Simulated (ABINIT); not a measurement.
# C (Fd-3m) in ABINIT: settings compared

One crystal, C, is run at these levels: OLYP, r2SCAN, PBE; tasks: band structure.

Program: ABINIT 10.8.3 (patched build). These are calculated values, not measurements. Logs are shortened: lines on timing, memory, paths and dates and some standing lists are left out, and cuts for length are marked. The log counts tension as positive stress, the text compression.

## Step 1: Starting point

It takes space group Fd-3m (No. 227, cubic). The conventional cell has a = 3.567 Å, b = 3.567 Å, c = 3.567 Å, α = 90.00°, β = 90.00°, γ = 90.00°. Around C (site symmetry -43m) lie 4 C at 1.54 Å.

This isn't the form of C at room conditions, which is graphite.

## Step 2: Band structure, OLYP

run.abi reads:

```
# Datasets: ground state, then fixed potential
ndtset 2

# Pseudopotentials
pp_dirpath "./"
pseudos "C.GGA_PBE-JTH.xml"

# Structure
acell 2.5220660407 2.5220660407 2.5220660407 Angstrom
rprim
     0.0000000000     0.7071067812     0.7071067812
     0.7071067812     0.0000000000     0.7071067812
     0.7071067812     0.7071067812     0.0000000000
ntypat 1
znucl 6
natom 2
typat 1 1
xred
     0.7500000000     0.7500000000     0.7500000000
     0.5000000000     0.5000000000     0.5000000000

# Plane-wave basis
ecut 20.0
pawecutdg 40.0

# Exchange and correlation
ixc -110131

# Bands and occupations
occopt 3
tsmear 0.05 eV

# SCF cycle
nstep 100

# Output
iomode 3
prtwf 0
prteig 0
prtebands 0
enunit 1
prtden1 1

# Dataset 1
kptopt1 1
ngkpt1 13 13 13
nshiftk1 1
shiftk1 0.0 0.0 0.0
nband1 8
tolvrs1 1.0e-9

# Dataset 2: bands along G-X-W-K-G-L-U-W-L-K
iscf2 -2
getden2 1
nband2 12
nbdbuf2 2
tolwfr2 1.0e-12
kptopt2 -9
ndivsm2 6
prteig2 1
prtvol2 -3
kptbounds2
     0.0000000000     0.0000000000     0.0000000000
     0.5000000000     0.0000000000     0.5000000000
     0.5000000000     0.2500000000     0.7500000000
     0.3750000000     0.3750000000     0.7500000000
     0.0000000000     0.0000000000     0.0000000000
     0.5000000000     0.5000000000     0.5000000000
     0.6250000000     0.2500000000     0.6250000000
     0.5000000000     0.2500000000     0.7500000000
     0.5000000000     0.5000000000     0.5000000000
     0.3750000000     0.3750000000     0.7500000000
```

Potentials or basis: JTH PAW PBE v2.0.

Started as:

```
$ abinit run.abi > log 2>&1
```

run.abo:

```text
.Version 10.8.3 of ABINIT
 DATASET    1 : space group Fd -3 m (#227); Bravais cF (face-center cubic)
================================================================================
 Values of the parameters that define the memory need for DATASET  1.
     intxc =       0    ionmov =       0      iscf =      17    lmnmax =       8
     lnmax =       4     mgfft =      20  mpssoang =       2    mqgrid =    3001
     natom =       2  nloc_mem =       2    nspden =       1   nspinor =       1
    nsppol =       1      nsym =      48    n1xccc =       1    ntypat =       1
    occopt =       3   xclevel =       2
       mpw =         335          nfft =        8000          nkpt =          84
 PAW method is used; the additional fine FFT grid is defined by:
   mgfftf=        30    nfftf =     27000
================================================================================
================================================================================

 DATASET    2 : space group Fd -3 m (#227); Bravais cF (face-center cubic)
================================================================================
 Values of the parameters that define the memory need for DATASET  2.
     intxc =       0    ionmov =       0      iscf =      -2    lmnmax =       8
     lnmax =       4     mgfft =      20  mpssoang =       2    mqgrid =    3001
     natom =       2  nloc_mem =       2    nspden =       1   nspinor =       1
    nsppol =       1      nsym =      48    n1xccc =       1    ntypat =       1
    occopt =       3   xclevel =       2
       mpw =         335          nfft =        8000          nkpt =         103
 PAW method is used; the additional fine FFT grid is defined by:
   mgfftf=        30    nfftf =     27000
================================================================================
================================================================================

--------------------------------------------------------------------------------
------------- Echo of variables that govern the present computation ------------
--------------------------------------------------------------------------------
 -outvars: echo values of preprocessed input variables --------
            acell      4.7660140884E+00  4.7660140884E+00  4.7660140884E+00 Bohr
              amu      1.20110000E+01
             ecut      2.00000000E+01 Hartree
           enunit           1
           getden1          0
           getden2          1
             iscf1         17
             iscf2         -2
              ixc     -110131
           jdtset        1    2
           kptopt1          1
           kptopt2         -9
         kptrlatt       13    0    0      0   13    0      0    0   13
          kptrlen1     6.19581832E+01
          kptrlen2     3.00000000E+01
            natom           2
            nband1          8
            nband2         12
           nbdbuf1          0
           nbdbuf2          2
           ndtset           2
           ndivsm1          0
           ndivsm2          6
            ngfft          20      20      20
          ngfftdg          30      30      30
             nkpt1         84
             nkpt2        103
            nstep         100
             nsym          48
           ntypat           1
           occopt           3
        pawecutdg      4.00000000E+01 Hartree
         pawxcdev           0
        prtebands           0
           prteig1          0
           prteig2          1
           prtvol1          0
           prtvol2         -3
            prtwf           0
            rprim      0.0000000000E+00  7.0710678120E-01  7.0710678120E-01
                       7.0710678120E-01  0.0000000000E+00  7.0710678120E-01
                       7.0710678120E-01  7.0710678120E-01  0.0000000000E+00
           shiftk1     0.00000000E+00  0.00000000E+00  0.00000000E+00
           shiftk2     5.00000000E-01  5.00000000E-01  5.00000000E-01
          spgroup         227
           tolvrs1     1.00000000E-09
           tolvrs2     0.00000000E+00
           tolwfr1     0.00000000E+00
           tolwfr2     1.00000000E-12
           tsmear      1.83746611E-03 Hartree
            typat      1  1
[... 240 lines left out ...]

================================================================================
 Non-SCF case, kpt    1 (  0.00000  0.00000  0.00000), residuals and eigenvalues=
  1.34E-13  2.16E-13  5.97E-13  3.58E-13  2.58E-13  1.51E-13  3.21E-13  2.54E-13
  8.15E-13  4.89E-13  1.58E-10  1.28E-13
 -4.1483E-01  3.7982E-01  3.7982E-01  3.7982E-01  5.8534E-01  5.8534E-01
  5.8534E-01  8.6489E-01  1.0981E+00  1.3501E+00  1.3501E+00  1.3949E+00
 Non-SCF case, kpt    2 (  0.02941  0.00000  0.02941), residuals and eigenvalues=
  2.17E-13  2.17E-13  2.64E-13  3.81E-14  2.03E-13  2.63E-13  1.00E-13  4.46E-13
  5.79E-13  7.86E-13  7.44E-09  5.93E-13
 -4.1365E-01  3.7481E-01  3.7481E-01  3.7682E-01  5.8439E-01  5.9140E-01
  5.9140E-01  8.6599E-01  1.1003E+00  1.3060E+00  1.3516E+00  1.3976E+00
 Non-SCF case, kpt    3 (  0.05882  0.00000  0.05882), residuals and eigenvalues=
  5.77E-14  2.03E-13  5.41E-13  4.06E-13  1.94E-13  1.51E-13  4.26E-13  1.17E-13
  3.08E-13  7.51E-13  8.95E-07  7.27E-10
[... 488 lines left out ...]
  2.88E-14  6.31E-14  1.56E-13  1.53E-13  3.48E-14  5.12E-14  4.42E-13  1.35E-13
  8.28E-14  3.15E-13  5.54E-13  6.68E-10
 -1.3359E-01 -5.2196E-02  5.9838E-02  1.9857E-01  6.0575E-01  8.4467E-01
  8.6929E-01  9.1924E-01  1.0544E+00  1.2945E+00  1.2964E+00  1.6005E+00
 Non-SCF case, kpt  102 (  0.38750  0.38750  0.72500), residuals and eigenvalues=
  5.98E-14  2.04E-13  1.24E-13  4.54E-14  2.97E-14  7.32E-13  4.36E-13  9.94E-13
  7.41E-14  6.91E-13  4.04E-13  5.01E-08
 -1.1686E-01 -4.9017E-02  3.9364E-02  1.8915E-01  5.9632E-01  8.1056E-01
  8.9351E-01  9.4471E-01  1.0578E+00  1.2926E+00  1.3096E+00  1.6329E+00
 Non-SCF case, kpt  103 (  0.37500  0.37500  0.75000), residuals and eigenvalues=
  5.87E-14  9.25E-13  1.10E-13  7.08E-14  6.43E-13  4.86E-13  4.98E-13  8.42E-13
  2.15E-13  1.13E-13  7.34E-14  7.93E-08
 -1.0341E-01 -5.6104E-02  3.7158E-02  1.8154E-01  5.8880E-01  7.7678E-01
  9.1218E-01  9.5840E-01  1.0740E+00  1.2881E+00  1.3312E+00  1.6442E+00

--- !ResultsGS
iteration_state: {dtset: 2, }
comment   : Summary of ground state results
lattice_vectors:
- [  0.0000000,   3.3700809,   3.3700809, ]
- [  3.3700809,   0.0000000,   3.3700809, ]
- [  3.3700809,   3.3700809,   0.0000000, ]
lattice_lengths: [   4.76601,    4.76601,    4.76601, ]
lattice_angles: [ 60.000,  60.000,  60.000, ] # degrees, (23, 13, 12)
lattice_volume:   7.6551017E+01
convergence: {deltae:  0.000E+00, res2:  0.000E+00, residm:  9.954E-13, diffor:  0.000E+00, }
etotal    :  -1.14372217E+01
entropy   :   0.00000000E+00
fermie    :   4.82522443E-01
cartesian_stress_tensor: null
pressure_GPa: null
xred      :
- [  7.5000E-01,   7.5000E-01,   7.5000E-01,  C]
- [  5.0000E-01,   5.0000E-01,   5.0000E-01,  C]
cartesian_forces: null
force_length_stats: {min: null, max: null, mean: null, }
...

 Integrated electronic density in atomic spheres:
 ------------------------------------------------
 Atom  Sphere_radius  Integrated_density
    1        1.50737          2.65339021
    2        1.50737          2.67421128

================================================================================

 ----iterations are completed or convergence reached----

 Mean square residual over all n,k,spin=   31.357E-14; max=  99.538E-14
 reduced coordinates (array xred) for    2 atoms
       0.750000000000      0.750000000000      0.750000000000
       0.500000000000      0.500000000000      0.500000000000

 cartesian coordinates (angstrom) at end:
    1      2.67505500001981     2.67505500001981     2.67505500001981
    2      1.78337000001321     1.78337000001321     1.78337000001321
 length scales=  4.766014088376  4.766014088376  4.766014088376 bohr
              =  2.522066040700  2.522066040700  2.522066040700 angstroms
 Eigenvalues (   eV  ) for nkpt= 103  k points:
 kpt#   1, nband= 12, wtk=  1.00000, kpt=  0.0000  0.0000  0.0000 (reduced coord)
 -11.28798   10.33548   10.33548   10.33548   15.92803   15.92803   15.92803   23.53493
  29.88152   36.73716   36.73716   37.95685
 kpt#   2, nband= 12, wtk=  1.00000, kpt=  0.0294  0.0000  0.0294 (reduced coord)
 -11.25597   10.19919   10.19919   10.25376   15.90197   16.09275   16.09275   23.56491
  29.94032   35.53849   36.77767   38.03198
 kpt#   3, nband= 12, wtk=  1.00000, kpt=  0.0588  0.0000  0.0588 (reduced coord)
 -11.15998    9.83326    9.83326   10.01373   15.82616   16.54366   16.54366   23.63614
  30.11311   33.94427   36.89924   38.25704
 kpt#   4, nband= 12, wtk=  1.00000, kpt=  0.0882  0.0000  0.0882 (reduced coord)
 -11.00018    9.32383    9.32383    9.62933   15.70733   17.19373   17.19373   23.69132
  30.38948   32.48100   37.10189   38.63103
 kpt#   5, nband= 12, wtk=  1.00000, kpt=  0.1176  0.0000  0.1176 (reduced coord)
 -10.77687    8.74420    8.74420    9.11867   15.55534   17.96820   17.96820   23.63469
  30.75334   31.28544   37.38538   39.15178
 kpt#   6, nband= 12, wtk=  1.00000, kpt=  0.1471  0.0000  0.1471 (reduced coord)
 -10.49046    8.14193    8.14193    8.50111   15.38170   18.81749   18.81749   23.35401
[... 278 lines left out ...]
  -4.45384   -2.01895    3.43263    6.02938   17.13588   22.06077   23.02698   24.81200
  29.22795   35.16071   35.16158   40.84127
 kpt# 100, nband= 12, wtk=  1.00000, kpt=  0.4125  0.4125  0.6750 (reduced coord)
  -4.06767   -1.69726    2.47592    5.70108   16.78870   22.88568   23.71042   24.29367
  28.86002   35.13276   35.21484   42.26361
 kpt# 101, nband= 12, wtk=  1.00000, kpt=  0.4000  0.4000  0.7000 (reduced coord)
  -3.63505   -1.42033    1.62828    5.40340   16.48323   22.98477   23.65449   25.01380
  28.69102   35.22416   35.27814   43.55113
 kpt# 102, nband= 12, wtk=  1.00000, kpt=  0.3875  0.3875  0.7250 (reduced coord)
  -3.18001   -1.33381    1.07116    5.14699   16.22683   22.05659   24.31372   25.70698
  28.78502   35.17355   35.63501   44.43301
 kpt# 103, nband= 12, wtk=  1.00000, kpt=  0.3750  0.3750  0.7500 (reduced coord)
  -2.81403   -1.52667    1.01111    4.93982   16.02211   21.13729   24.82168   26.07951
  29.22397   35.05113   36.22332   44.74032

== END DATASET(S) ==============================================================
================================================================================

 -outvars: echo values of variables after computation  --------
            acell      4.7660140884E+00  4.7660140884E+00  4.7660140884E+00 Bohr
           etotal1    -1.1437221719E+01
            fcart1     7.9898534133E-28  4.7939120480E-28 -4.7939120480E-28
                      -7.9898534133E-28 -4.7939120480E-28  4.7939120480E-28
            rprim      0.0000000000E+00  7.0710678120E-01  7.0710678120E-01
                       7.0710678120E-01  0.0000000000E+00  7.0710678120E-01
                       7.0710678120E-01  7.0710678120E-01  0.0000000000E+00
           strten1     9.2322263586E-05  9.2322263586E-05  9.2322263586E-05
                       0.0000000000E+00  0.0000000000E+00  0.0000000000E+00
           xangst      2.6750550000E+00  2.6750550000E+00  2.6750550000E+00
                       1.7833700000E+00  1.7833700000E+00  1.7833700000E+00
             xred      7.5000000000E-01  7.5000000000E-01  7.5000000000E-01
                       5.0000000000E-01  5.0000000000E-01  5.0000000000E-01
 Calculation completed.
```

It took 9.1 s on 1 thread of Arm Neoverse V2, shared host; peak memory 0.09 GiB.

Results:

```
Free energy             : -311.2227 eV
Pressure                : -2.7 GPa
Band gap on the k mesh  : 4.14 eV, indirect (least direct gap 5.59 eV)
Band gap along the path : 4.12 eV, indirect (least direct gap 5.59 eV)
```

Levels at the corners of the path, in eV from the valence-band top:
| point | band 1 | band 2 | band 3 | band 4 | band 5 | band 6 | band 7 | band 8 | band 9 |
| --- | --- | --- | --- | --- | --- | --- | --- | --- | --- |
| Γ | -21.62 | 0.00 | 0.00 | 0.00 | 5.59 | 5.59 | 5.59 | 13.20 | 19.55 |
| X | -12.90 | -12.90 | -6.33 | -6.33 | 4.76 | 4.76 | 16.99 | 16.99 | 23.53 |
| W | -12.14 | -12.14 | -8.33 | -8.33 | 10.74 | 10.74 | 12.31 | 12.31 | 21.59 |
| K | -13.15 | -11.86 | -9.32 | -5.40 | 5.69 | 10.80 | 14.49 | 15.74 | 18.89 |
| Γ | -21.62 | 0.00 | 0.00 | 0.00 | 5.59 | 5.59 | 5.59 | 13.20 | 19.55 |
| L | -15.89 | -13.42 | -2.82 | -2.82 | 8.48 | 8.48 | 8.73 | 15.93 | 22.23 |
| U | -13.15 | -11.86 | -9.32 | -5.40 | 5.69 | 10.80 | 14.49 | 15.74 | 18.89 |
| W | -12.14 | -12.14 | -8.33 | -8.33 | 10.74 | 10.74 | 12.31 | 12.31 | 21.59 |
| L | -15.89 | -13.42 | -2.82 | -2.82 | 8.48 | 8.48 | 8.73 | 15.93 | 22.23 |
| K | -13.15 | -11.86 | -9.32 | -5.40 | 5.69 | 10.80 | 14.49 | 15.74 | 18.89 |

Caveat: the PAW data sets were made with another functional, which shifts forces and pressure a little; the atomic spheres overlap.

## Step 3: Band structure, r2SCAN

run.abi: that of step 2 with these lines changed.

```diff
@@ -1,5 +1,3 @@
-# Datasets: ground state, then fixed potential
 ndtset 2
 
-# Pseudopotentials
 pp_dirpath "./"
@@ -7,4 +5,3 @@
 
-# Structure
-acell 2.5220660407 2.5220660407 2.5220660407 Angstrom
+acell 4.7660140852 4.7660140852 4.7660140852
 rprim
@@ -21,10 +18,9 @@
 
-# Plane-wave basis
-ecut 20.0
-pawecutdg 40.0
+ecut 24.0
+pawecutdg 46.0
 
-# Exchange and correlation
-ixc -110131
+ixc -497498
+usekden 1
+pawxcdev 0
 
-# Bands and occupations
 occopt 3
@@ -32,6 +28,4 @@
 
-# SCF cycle
 nstep 100
 
-# Output
 iomode 3
@@ -42,4 +36,4 @@
 prtden1 1
+prtkden1 1
 
-# Dataset 1
 kptopt1 1
@@ -49,7 +43,7 @@
 nband1 8
-tolvrs1 1.0e-9
+tolvrs1 1.0e-7
 
-# Dataset 2: bands along G-X-W-K-G-L-U-W-L-K
 iscf2 -2
 getden2 1
+getkden2 1
 nband2 12
@@ -60,3 +54,2 @@
 prteig2 1
-prtvol2 -3
 kptbounds2
```

Potentials or basis: JTH PAW PBE v2.0.

Started as:

```
$ abinit run.abi > log 2>&1
```

Wall time 45 s (1 thread of Arm Neoverse V2, shared host); peak memory 0.1 GiB.

It converged, with:

* Free energy: -303.0128 eV
* Pressure: 0.9 GPa
* Band gap on the k mesh: 4.33 eV, indirect (least direct gap 5.87 eV)
* Band gap along the path: 4.31 eV, indirect (least direct gap 5.87 eV)

Levels at the corners of the path, in eV from the valence-band top:
```csv
point,band 2,band 3,band 4,band 5,band 6,band 7
Γ,0.00,0.00,0.00,5.87,5.87,5.87
X,-13.56,-6.63,-6.63,4.98,4.98,17.89
W,-12.78,-8.70,-8.69,11.25,11.25,12.91
K,-12.47,-9.72,-5.65,5.95,11.31,15.23
Γ,0.00,0.00,0.00,5.87,5.87,5.87
L,-14.03,-2.96,-2.96,8.90,8.90,9.10
U,-12.47,-9.72,-5.65,5.95,11.31,15.23
W,-12.78,-8.70,-8.69,11.25,11.25,12.91
L,-14.03,-2.96,-2.96,8.90,8.90,9.10
K,-12.47,-9.72,-5.65,5.95,11.31,15.23
```

Caveat: totals of a meta-GGA on PAW files have another zero than those of a GGA; the PAW data sets were made with another functional, which shifts forces and pressure a little; the atomic spheres overlap. r2SCAN opens gaps a little over a GGA but as a rule still falls short of measured ones.

## Step 4: Band structure, PBE

run.abi reads:

```
# Datasets: ground state, then fixed potential
ndtset 2

# Pseudopotentials
pp_dirpath "./"
pseudos "06_C_4_1.2_1.2_pbe_n_v1.0.psp8"

# Structure
acell 3*1.0
rprim
     0.0000000000     3.3700808789     3.3700808789
     3.3700808789     0.0000000000     3.3700808789
     3.3700808789     3.3700808789     0.0000000000
ntypat 1
znucl 6
natom 2
typat 1 1
xred
     0.7500000000     0.7500000000     0.7500000000
     0.5000000000     0.5000000000     0.5000000000

# Plane-wave basis
ecut 33.0

# Exchange and correlation
ixc 11

# Bands and occupations
occopt 3
tsmear 0.05 eV

# SCF cycle
nstep 100

# Output
iomode 3
prtwf 0
prteig 0
prtebands 0
prtden1 1

# Dataset 1
kptopt1 1
ngkpt1 13 13 13
nshiftk1 1
shiftk1 0.0 0.0 0.0
nband1 8
tolvrs1 1.0e-10

# Dataset 2: bands along G-X-W-K-G-L-U-W-L-K
iscf2 -2
getden2 1
nband2 12
nbdbuf2 2
tolwfr2 1.0e-12
kptopt2 -9
ndivsm2 5
prteig2 1
prtvol2 -3
kptbounds2
     0.0000000000     0.0000000000     0.0000000000
     0.5000000000     0.0000000000     0.5000000000
     0.5000000000     0.2500000000     0.7500000000
     0.3750000000     0.3750000000     0.7500000000
     0.0000000000     0.0000000000     0.0000000000
     0.5000000000     0.5000000000     0.5000000000
     0.6250000000     0.2500000000     0.6250000000
     0.5000000000     0.2500000000     0.7500000000
     0.5000000000     0.5000000000     0.5000000000
     0.3750000000     0.3750000000     0.7500000000
```

Potentials or basis: SPMS NC PBE v1.0.

Started as:

```
$ abinit run.abi > log 2>&1
```

Run time: 14 s. Hardware: 1 thread of Arm Neoverse V2, shared host; peak memory 0.1 GiB.

Results (log left out):

```
Free energy                                       : -327.5256 eV
Band gap on the k mesh                            : 4.19 eV, indirect (least direct gap 5.62 eV)
All electrons inside the program's atomic spheres : C 4.68, 4.66 (radii [1.0584] Å)
```

Levels at the corners of the path, in eV from the valence-band top:
```tsv
point	band 1	band 2	band 3	band 4	band 5	band 6	band 7	band 8
Γ	-21.50	0.00	0.00	0.00	5.62	5.62	5.62	13.32
X	-12.79	-12.79	-6.32	-6.32	4.82	4.82	16.82	16.82
W	-12.00	-12.00	-8.34	-8.34	10.68	10.68	12.35	12.35
K	-13.00	-11.75	-9.33	-5.38	5.73	10.79	14.40	15.64
Γ	-21.50	0.00	0.00	0.00	5.62	5.62	5.62	13.32
L	-15.72	-13.40	-2.82	-2.82	8.52	8.52	8.88	15.71
U	-13.00	-11.75	-9.33	-5.38	5.73	10.79	14.40	15.64
W	-12.00	-12.00	-8.34	-8.34	10.68	10.68	12.35	12.35
L	-15.72	-13.40	-2.82	-2.82	8.52	8.52	8.88	15.71
K	-13.00	-11.75	-9.33	-5.38	5.73	10.79	14.40	15.64
```

Caveat: the cutoff is too short for stress, so the log's stress isn't used; an odd mesh through Γ misses points on the zone boundary, where band edges often lie.

## Step 5: Overview

| level | potentials or basis | cutoff (eV) | fine-grid cutoff | gap on the mesh (eV) | pressure (GPa) |
| --- | --- | --- | --- | --- | --- |
| OLYP | JTH PAW PBE v2.0 | 544 | 1088.46 eV | 4.14 | -2.7 |
| r2SCAN | JTH PAW PBE v2.0 | 653 | 1251.72 eV | 4.33 | 0.9 |
| PBE | SPMS NC PBE v1.0 | 898 | - | 4.19 | - |

Alike in all rows: task band structure; no spin polarisation; cell as given; k mesh 13 × 13 × 13; smearing fermi-dirac 0.05 eV.

Caveats: the PAW data sets were made with another functional, which shifts forces and pressure a little (some runs); the atomic spheres overlap (some runs); totals of a meta-GGA on PAW files have another zero than those of a GGA (some runs); an odd mesh through Γ misses points on the zone boundary, where band edges often lie (some runs).

Absolute energies hang on the potentials; compare differences alone.
